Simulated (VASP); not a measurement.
Set up this calculation in VASP 6.6.1, as the native input.

* Task: band structure
* Functional: PBEsol
* Potentials or basis: VASP PAW PBE potentials, release 64 (Te, Be)
* Cutoff: 520 eV
* k mesh: 8 × 8 × 8
* Occupations: fermi-dirac, width 0.05 eV
* Spin: no spin polarisation
* Further INCAR settings: ALGO = Normal; EDIFF = 1e-07; NBANDS = 11

The structure of BeTe lies in POSCAR:

```
BeTe
1.0
    0.0000000000      2.7700000000      2.7700000000
    2.7700000000      0.0000000000      2.7700000000
    2.7700000000      2.7700000000      0.0000000000
Te Be
1 1
Direct
    0.7500000000      0.7500000000      0.7500000000
    0.0000000000      0.0000000000      0.0000000000
```

The input as run:

INCAR

```
SYSTEM = BeTe
PREC = Accurate ; ENCUT = 520
EDIFF = 1E-7 ; ISMEAR = -1
SIGMA = 0.05 ; LREAL = .FALSE.
LASPH = .TRUE. ; NELM = 60
ALGO = Normal ; ISIF = 2
LWAVE = .FALSE. ; LCHARG = .FALSE.
GGA = PS ; NBANDS = 11
```

KPOINTS

```
Automatic mesh
0
G
  8 8 8
  0 0 0
```

KPOINTS_OPT

```
path GXWKGLUWLK,UX
10
line-mode
reciprocal
 0.0000000000  0.0000000000  0.0000000000  G
 0.5000000000  0.0000000000  0.5000000000  X

 0.5000000000  0.0000000000  0.5000000000  X
 0.5000000000  0.2500000000  0.7500000000  W

 0.5000000000  0.2500000000  0.7500000000  W
 0.3750000000  0.3750000000  0.7500000000  K

 0.3750000000  0.3750000000  0.7500000000  K
 0.0000000000  0.0000000000  0.0000000000  G

 0.0000000000  0.0000000000  0.0000000000  G
 0.5000000000  0.5000000000  0.5000000000  L

 0.5000000000  0.5000000000  0.5000000000  L
 0.6250000000  0.2500000000  0.6250000000  U

 0.6250000000  0.2500000000  0.6250000000  U
 0.5000000000  0.2500000000  0.7500000000  W

 0.5000000000  0.2500000000  0.7500000000  W
 0.5000000000  0.5000000000  0.5000000000  L

 0.5000000000  0.5000000000  0.5000000000  L
 0.3750000000  0.3750000000  0.7500000000  K

 0.6250000000  0.2500000000  0.6250000000  U
 0.5000000000  0.0000000000  0.5000000000  X
```

Potentials or basis: VASP PAW PBE potentials, release 64 (Te, Be).

Run with:

```bash
$ cat potpaw_PBE.64/Te/POTCAR potpaw_PBE.64/Be/POTCAR > POTCAR
$ mpirun -np 1 vasp_std > vasp.out
```

It gave:

| Property | Result |
| --- | --- |
| Pressure | 2.5 GPa |
| Band gap on the k mesh | 1.73 eV, indirect (least direct gap 3.55 eV) |
| Band gap along the path | 1.73 eV, indirect (least direct gap 3.55 eV) |

Caveat: the PAW data sets were made with another functional, which shifts forces and pressure a little; spin-orbit coupling is left out, which moves the levels of the heavy elements.

Run time: 24 s on 1 thread of Intel(R) Xeon(R) 6975P-C (Granite Rapids) (shared host), peak memory 0.18 GiB.
